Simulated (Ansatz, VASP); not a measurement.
## One calculation of HfO2, two programs

```xyz
12
Lattice="5.5564 0.0000 0.0000 0.0000 3.3336 0.0000 0.0000 0.0000 6.5050" Properties=species:S:1:pos:R:3 pbc="T T T"
Hf    4.1815    2.4691    3.8853
Hf    1.3906    0.7740    2.5520
Hf    1.3883    2.4972    5.7696
Hf    4.1909    0.7657    0.7082
O     3.5585    0.8945    2.7300
O     2.0453    2.5509    3.7554
O     0.7929    0.8252    0.4830
O     4.7346    2.4719    6.0444
O     2.8779    0.8858    5.4289
O     2.6931    2.4509    1.0440
O     0.1404    0.8292    4.2611
O     5.4147    2.4903    2.2717
```

Change from the starting cell: atoms moved at random, drawn with an rms of 0.05 Å.

Alike in both runs: task single point; functional PBE; k mesh 5 × 8 × 4; occupations fermi-dirac, width 0.05 eV; no spin polarisation.

|  | VASP | Ansatz |
| --- | --- | --- |
| version | VASP 6.6.1 | Ansatz 0.2.0 |
| potentials or method | VASP PAW PBE potentials, release 64 (Hf_pv, O) | Ansatz PAW |
| plane-wave cutoff (eV) | 520 | 420 |
| valence electrons in the cell | 88 | 152 |

Ansatz gave:

* gap on the k mesh at the Fermi level (eV): 3.40
* least direct gap on the mesh (eV): 3.40
* pressure (GPa): 5.1
* largest component of the traceless stress (GPa): 1.47
* rms of the force components (eV/Å): 0.680

Problem. Estimate VASP's values.

Solution. gap on the k mesh at the Fermi level (eV): 3.35; least direct gap on the mesh (eV): 3.35; pressure (GPa): 1.4; largest component of the traceless stress (GPa): 1.48; rms of the force components (eV/Å): 0.663.

Atom by atom the forces differ by 0.039 eV/Å (rms over components). The two sets of potentials don't hold the same shells in valence.

Caveats: spin-orbit coupling is left out, which moves the levels of the heavy elements; an odd mesh through Γ misses points on the zone boundary, where band edges often lie (VASP); odd divisions of the mesh miss points on the zone boundary, where band edges often lie, so the gap on the mesh can be too wide (Ansatz); the pressure holds a Pulay correction of +0.9 GPa for the finite cutoff (Ansatz).
